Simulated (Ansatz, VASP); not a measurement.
## Two plane-wave programs on W

```xyz
1
Lattice="0.0000 1.9886 1.9886 1.9886 0.0000 1.9886 1.9886 1.9886 0.0000" Properties=species:S:1:pos:R:3 pbc="T T T"
W     0.0000    0.0000    0.0000
```

This isn't the form of W at room conditions, which is bcc.

Alike in both runs: task single point; functional r2SCAN; k mesh 11 × 11 × 11; occupations fermi-dirac, width 0.05 eV; no spin polarisation.

```csv
,VASP,Ansatz
version,VASP 6.6.1,Ansatz 0.2.0
potentials or method,"VASP PAW PBE potentials, release 64 (W_sv)",Ansatz PAW
plane-wave cutoff (eV),520,500
valence electrons in the cell,14,14
```

|  | VASP | Ansatz | Ansatz less VASP |
| --- | --- | --- | --- |
| gap on the k mesh at the Fermi level (eV) | none | none | - |
| pressure (GPa) | 10.6 | 9.4 | -1.23 |

A gap of «none» marks a metal or a gap that the smearing closes. With one functional, cell and mesh, what is left measures potentials, basis and numerics.

Caveats: the PAW data sets were made with another functional, which shifts forces and pressure a little (VASP); the PAW data sets come from PBE, with cores solved anew for the run's functional, which leaves a small shift of forces and pressure (Ansatz). The runs have no spin-orbit coupling, so splittings on W are missing.
